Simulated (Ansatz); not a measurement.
## TiTe: equation of state with LDA

The system is TiTe.

```
Te Ti
1.0
     3.84200    0.00000    0.00000
    -1.92100    3.32727    0.00000
     0.00000    0.00000    6.40300
Te Ti
2 2
Direct
  0.66667 0.33333 0.75000
  0.33333 0.66667 0.25000
  0.00000 0.00000 0.50000
  0.00000 0.00000 0.00000
```

```yaml
Program: Ansatz 0.2.0
Task: equation of state
Functional: LDA
Potentials_or_basis: all-electron LAPW, scalar-relativistic
Basis_error_allowed: 0.002 eV/atom
k_mesh: 8 × 8 × 4
Occupations: fermi-dirac, width 0.05 eV
Spin: no spin polarisation
```

| Property | Result |
| --- | --- |
| Equilibrium volume | 20.60 Å³/atom |
| Bulk modulus at fixed shape and positions | 102 GPa |
| Pressure derivative of the bulk modulus | 4.4 |

Energy against volume, from the lowest point:
```tsv
volume (Å³/atom)	energy (meV/atom)
19.235	32.24
19.644	15.03
20.054	4.51
20.463	0.00
20.872	0.87
21.281	6.58
21.691	16.63
```

All runs of the series together: 97 s on 2 threads of Arm Neoverse V1, with other jobs on the host.

Caveat: the cell was scaled at fixed shape and fractional positions, which overstates the stiffness of a crystal with free parameters, most of all of layers and chains. The run has no spin-orbit coupling, so splittings on Te are missing.
